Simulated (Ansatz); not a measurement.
**All-electron card of AgCl**

```
CELL_PARAMETERS angstrom
0.00000 2.80520 2.80520
2.80520 0.00000 2.80520
2.80520 2.80520 0.00000
ATOMIC_POSITIONS crystal
Ag 0.00000 0.00000 0.00000
Cl 0.50000 0.50000 0.50000
```

Atom numbers follow the list: Ag1, Cl2.

The conventional cell has a = 5.610 Å, b = 5.610 Å, c = 5.610 Å, α = 90.00°, β = 90.00°, γ = 90.00°. Ag (atom 1) has 6 Cl at 2.81 Å as nearest neighbours. Cl (atom 2) is surrounded by 6 Ag at 2.81 Å.

The structure comes from a relaxation in the same program, started in the rocksalt type, and has space group Fm-3m. Whether it is a known phase or the ground state wasn't checked.

Methods: DFT, PBE, all-electron LAPW, scalar-relativistic (Ansatz 0.2.0); DFT, PBE, PAW with Ansatz's default frozen-core files, scalar-relativistic (Ansatz 0.2.0).

For LAPW: a Γ-centred 12×12×12 k mesh, Fermi–Dirac smearing of 0.08 eV, basis error target 0.5 meV/atom, no spin polarisation. PAW takes a cutoff of 420 eV at this cell. The Ansatz runs share mesh, smearing and spin set-up. Values come from LAPW unless marked.

```
Band gap                                                                                                               : 0.92 eV, indirect from L (0.5, 0.5, 0.5) to Γ
Smallest direct gap on the path                                                                                        : 2.89 eV
Löwdin charges (with 0.07 e of the cell spilling out of the atomic basis, so their sizes and signs hang on that basis) : Ag1 0.57, Cl2 -0.50 e
Bader charges (from the PAW run)                                                                                       : Ag1 +0.58, Cl2 -0.58 e
Volume per atom                                                                                                        : 149.0 bohr³
Pressure at this cell                                                                                                  : 0.02 GPa
```
